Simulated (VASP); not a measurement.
# Te2Mo in VASP: a series of runs, part 2 of 2

VASP 6.6.1. Earlier steps stand in the parts before.

## 4. Single point, PBE0

POSCAR

```
Te2Mo
1.0
    3.5602328140      0.0000000000      0.0000000000
   -1.7801164070      3.0832520603      0.0000000000
    0.0000000000      0.0000000000     17.5240578200
Te Mo
2 1
Direct
    0.3333333333      0.6666666667      0.1021445500
    0.3333333333      0.6666666667      0.8978554500
    0.0000000000      0.0000000000      0.0000000000
```

INCAR.step1

```
PREC = Accurate
ENCUT = 350
EDIFF = 1E-5
ISMEAR = 0
SIGMA = 0.01
LREAL = F
LASPH = T
NELM = 100
ALGO = Normal
ISIF = 2
LWAVE = T
NBANDS = 21
NKRED = 1
GGA = PE
```

INCAR.step2

```
PREC = Accurate
ENCUT = 350
EDIFF = 1E-6
ISMEAR = 0
SIGMA = 0.01
LREAL = F
LASPH = T
NELM = 100
ALGO = Normal
ISIF = 2
LWAVE = F
LCHARG = F
GGA = PE
LHFCALC = T
AEXX = 0.25
PRECFOCK = Low
NBANDS = 21
NKRED = 1
ISTART = 1
```

KPOINTS

```
regular mesh
0
Gamma
  4 4 1
```

Command:

```console
$ cat potpaw_PBE.64/Te/POTCAR potpaw_PBE.64/Mo_sv/POTCAR > POTCAR
$ cp INCAR.step1 INCAR
$ mpirun -np 1 vasp_std > vasp.out
$ cp INCAR.step2 INCAR
$ mpirun -np 1 vasp_std > vasp.out
```

It took 39 s on 1 thread of Intel Xeon 6975P-C (Granite Rapids), shared host; peak memory 0.23 GiB.

These settings aren't checked as converged: the numbers below hold their error.

Results:

| Property | Result |
| --- | --- |
| Free energy | -24.1305 eV |
| Largest force | 0.298 eV/Å |
| Band gap on the k mesh | 2.99 eV, indirect (least direct gap 3.01 eV) |

Caveat: the k mesh is coarse (spacing up to 0.51 Å⁻¹), so the values aren't converged, least of all with exact exchange; the PAW data sets were made with another functional, which shifts forces and pressure a little; spin-orbit coupling is left out, which moves the levels of the heavy elements.

## 5. Single point, PBE0

POSCAR is that of step 4.

INCAR.step1 is that of step 4.

Edit INCAR.step2 of step 4 so:

```diff
@@ -15,3 +15,3 @@
 AEXX = 0.25
-PRECFOCK = Low
+PRECFOCK = Accurate
 NBANDS = 21
```

KPOINTS is that of step 4.

Potentials or basis: VASP PAW PBE potentials, release 64 (Te, Mo_sv).

Command:

```console
$ cat potpaw_PBE.64/Te/POTCAR potpaw_PBE.64/Mo_sv/POTCAR > POTCAR
$ cp INCAR.step1 INCAR
$ mpirun -np 1 vasp_std > vasp.out
$ cp INCAR.step2 INCAR
$ mpirun -np 1 vasp_std > vasp.out
```

OUTCAR:

```text
PREC = Accurate
   ENCUT = 350
   EDIFF = 1E-6
   ISMEAR = 0
   LREAL = F
   LASPH = T
   NELM = 100
   ISIF = 2
   GGA = PE
   LHFCALC = T
   AEXX = 0.25
   PRECFOCK = Accurate
   NKRED = 1
   ISTART = 1

 Found      4 irreducible k-points:

 Following reciprocal coordinates:
            Coordinates               Weight
  0.000000  0.000000  0.000000      1.000000
[... 180 lines left out ...]

------------------------ aborting loop because EDIFF is reached ----------------------------------------

  FORCE on cell =-STRESS in cart. coord.  units (eV):
  Direction    XX          YY          ZZ          XY          YZ          ZX
  --------------------------------------------------------------------------------------
  -------------------------------------------------------------------------------------
  Total       -1.8568216     -1.8568216     -1.3366662      0.0000000      0.0000000      0.0000000
  in kB      -15.4653106    -15.4653106    -11.1329801      0.0000000      0.0000000      0.0000000
  external PRESSURE =     -14.0212005 kB  Pullay stress =       0.0000000 kB

 VOLUME and BASIS-vectors are now :
 -----------------------------------------------------------------------------
  energy-cutoff  :      350.00
  volume of cell :      192.36
      direct lattice vectors                 reciprocal lattice vectors
     3.560232814  0.000000000  0.000000000     0.280880508  0.162166437  0.000000000
    -1.780116407  3.083252060  0.000000000     0.000000000  0.324332873  0.000000000
     0.000000000  0.000000000 17.524057820     0.000000000  0.000000000  0.057064409

 POSITION                                       TOTAL-FORCE (eV/Angst)
 -----------------------------------------------------------------------------------
     -0.00000      2.05550      1.78999        -0.000000      0.000000     -0.307358
     -0.00000      2.05550     15.73407        -0.000000      0.000000      0.307358
      0.00000      0.00000      0.00000         0.000000      0.000000      0.000000
 -----------------------------------------------------------------------------------
    total drift:                                0.000007     -0.000004      0.000001

  FREE ENERGIE OF THE ION-ELECTRON SYSTEM (eV)
  ---------------------------------------------------
  free  energy   TOTEN  =       -24.1313017139 eV

  energy  without entropy=      -24.1313017139  energy(sigma->0) =      -24.13130171
```

OSZICAR.step1:

```text
N       E                     dE             d eps       ncg     rms          rms(c)
DAV:   1     0.105136378493E+03    0.10514E+03   -0.98283E+03   232   0.748E+02
DAV:   2    -0.112712588478E+02   -0.11641E+03   -0.11235E+03   235   0.183E+02
DAV:   3    -0.185916898639E+02   -0.73204E+01   -0.72567E+01   240   0.369E+01
[... 11 lines left out ...]
DAV:  15    -0.180638547907E+02   -0.15322E-04   -0.27686E-05   157   0.205E-02    0.956E-03
DAV:  16    -0.180638966586E+02   -0.41868E-04   -0.71751E-06   162   0.839E-03    0.470E-03
DAV:  17    -0.180639508471E+02   -0.54189E-04   -0.19376E-06   146   0.426E-03    0.406E-03
DAV:  18    -0.180639956769E+02   -0.44830E-04   -0.14967E-06   138   0.336E-03    0.134E-03
DAV:  19    -0.180640044416E+02   -0.87647E-05   -0.26997E-07   114   0.145E-03
   1 F= -.18064004E+02 E0= -.18064004E+02  d E =-.424733E-92
```

Run time: 4.2 min. Hardware: 1 thread of Intel Xeon 6975P-C (Granite Rapids), shared host; peak memory 0.26 GiB.

The run converged, but some of its settings lie outside the range that counts as converged, so its numbers aren't taken as properties of the slab.

Results:

- Free energy: -24.1313 eV
- Largest force: 0.307 eV/Å
- Band gap on the k mesh: 2.99 eV, indirect (least direct gap 3.01 eV)

Caveat: the k mesh is coarse (spacing up to 0.51 Å⁻¹), so the values aren't converged, least of all with exact exchange; the PAW data sets were made with another functional, which shifts forces and pressure a little; spin-orbit coupling is left out, which moves the levels of the heavy elements.

## 6. Single point, PBE0

POSCAR is that of step 5.

Edit INCAR.step1 of step 5 so:

```diff
@@ -1,3 +1,3 @@
 PREC = Accurate
-ENCUT = 350
+ENCUT = 250
 EDIFF = 1E-5
```

Edit INCAR.step2 of step 5 so:

```diff
@@ -1,3 +1,3 @@
 PREC = Accurate
-ENCUT = 350
+ENCUT = 250
 EDIFF = 1E-6
@@ -15,3 +15,3 @@
 AEXX = 0.25
-PRECFOCK = Accurate
+PRECFOCK = Fast
 NBANDS = 21
```

KPOINTS

```
regular mesh
0
Gamma
  6 6 1
```

Potentials or basis: VASP PAW PBE potentials, release 64 (Te, Mo_sv).

Command:

```console
$ cat potpaw_PBE.64/Te/POTCAR potpaw_PBE.64/Mo_sv/POTCAR > POTCAR
$ cp INCAR.step1 INCAR
$ mpirun -np 1 vasp_std > vasp.out
$ cp INCAR.step2 INCAR
$ mpirun -np 1 vasp_std > vasp.out
```

OUTCAR:

```text
PREC = Accurate
   ENCUT = 250
   EDIFF = 1E-6
   ISMEAR = 0
   LREAL = F
   LASPH = T
   NELM = 100
   ISIF = 2
   GGA = PE
   LHFCALC = T
   AEXX = 0.25
   PRECFOCK = Fast
   NKRED = 1
   ISTART = 1

 Found      7 irreducible k-points:

 Following reciprocal coordinates:
            Coordinates               Weight
[... 231 lines left out ...]

 [... further k-points ...]

------------------------ aborting loop because EDIFF is reached ----------------------------------------

  FORCE on cell =-STRESS in cart. coord.  units (eV):
  Direction    XX          YY          ZZ          XY          YZ          ZX
  --------------------------------------------------------------------------------------
  -------------------------------------------------------------------------------------
  Total       -2.1791244     -2.1791244     -1.7105294      0.0000000      0.0000000     -0.0000000
  in kB      -18.1497441    -18.1497441    -14.2468557      0.0000000      0.0000000     -0.0000000
  external PRESSURE =     -16.8487813 kB  Pullay stress =       0.0000000 kB

 VOLUME and BASIS-vectors are now :
 -----------------------------------------------------------------------------
  energy-cutoff  :      250.00
  volume of cell :      192.36
      direct lattice vectors                 reciprocal lattice vectors
     3.560232814  0.000000000  0.000000000     0.280880508  0.162166437  0.000000000
    -1.780116407  3.083252060  0.000000000     0.000000000  0.324332873  0.000000000
     0.000000000  0.000000000 17.524057820     0.000000000  0.000000000  0.057064409

 POSITION                                       TOTAL-FORCE (eV/Angst)
 -----------------------------------------------------------------------------------
     -0.00000      2.05550      1.78999         0.000000     -0.000000     -0.291408
     -0.00000      2.05550     15.73407         0.000000     -0.000000      0.291408
      0.00000      0.00000      0.00000        -0.000000      0.000000      0.000000
 -----------------------------------------------------------------------------------
    total drift:                               -0.000007      0.000012      0.000000

  FREE ENERGIE OF THE ION-ELECTRON SYSTEM (eV)
  ---------------------------------------------------
  free  energy   TOTEN  =       -23.9979203114 eV

  energy  without entropy=      -23.9979203114  energy(sigma->0) =      -23.99792031
```

OUTCAR.step1:

```text
PREC = Accurate
   ENCUT = 250
   EDIFF = 1E-5
   ISMEAR = 0
   LREAL = F
[... 257 lines left out ...]
     -0.00000      2.05550      1.78999         0.000000      0.000000      0.251867
     -0.00000      2.05550     15.73407        -0.000000      0.000000     -0.251867
      0.00000      0.00000      0.00000        -0.000000     -0.000000      0.000000
 -----------------------------------------------------------------------------------
    total drift:                                0.000000     -0.000000     -0.000000

  FREE ENERGIE OF THE ION-ELECTRON SYSTEM (eV)
  ---------------------------------------------------
  free  energy   TOTEN  =       -18.0059023528 eV

  energy  without entropy=      -18.0059023528  energy(sigma->0) =      -18.00590235
```

OSZICAR.step1:

```text
N       E                     dE             d eps       ncg     rms          rms(c)
DAV:   1     0.821133813154E+02    0.82113E+02   -0.86077E+03   406   0.577E+02
DAV:   2    -0.130957488668E+02   -0.95209E+02   -0.90861E+02   392   0.154E+02
DAV:   3    -0.185707059456E+02   -0.54750E+01   -0.54176E+01   402   0.316E+01
DAV:   4    -0.186755642761E+02   -0.10486E+00   -0.10482E+00   411   0.440E+00
DAV:   5    -0.186762890693E+02   -0.72479E-03   -0.72477E-03   376   0.393E-01    0.145E+01
DAV:   6    -0.183015983867E+02    0.37469E+00   -0.46884E+00   304   0.111E+01    0.629E+00
DAV:   7    -0.182576016173E+02    0.43997E-01   -0.44248E+00   309   0.927E+00    0.448E+00
DAV:   8    -0.180086647786E+02    0.24894E+00   -0.10941E+00   324   0.500E+00    0.123E+00
DAV:   9    -0.180100560043E+02   -0.13912E-02   -0.77379E-02   332   0.137E+00    0.739E-01
DAV:  10    -0.180062664212E+02    0.37896E-02   -0.17761E-02   344   0.743E-01    0.172E-01
DAV:  11    -0.180060584523E+02    0.20797E-03   -0.59927E-04   376   0.126E-01    0.650E-02
DAV:  12    -0.180059986460E+02    0.59806E-04   -0.74240E-05   353   0.389E-02    0.420E-02
DAV:  13    -0.180058616422E+02    0.13700E-03   -0.25216E-04   337   0.788E-02    0.452E-02
DAV:  14    -0.180058950505E+02   -0.33408E-04   -0.18679E-05   283   0.173E-02    0.205E-02
DAV:  15    -0.180059023528E+02   -0.73023E-05   -0.23643E-05   264   0.187E-02
   1 F= -.18005902E+02 E0= -.18005902E+02  d E =0.000000E+00
```

Wall time 2.2 min (1 thread of Intel Xeon 6975P-C (Granite Rapids), shared host); peak memory 0.17 GiB.

The run converged, but some of its settings lie outside the range that counts as converged, so its numbers aren't taken as properties of the slab.

What came out:

```
Free energy            : -23.9979 eV
Largest force          : 0.291 eV/Å
Band gap on the k mesh : 2.13 eV, direct
```

Caveat: the cutoff is under 1.25 times the usual one of these potentials, so pressure, stress and relaxed cells hold a basis-set (Pulay) error; the PAW data sets were made with another functional, which shifts forces and pressure a little; spin-orbit coupling is left out, which moves the levels of the heavy elements.
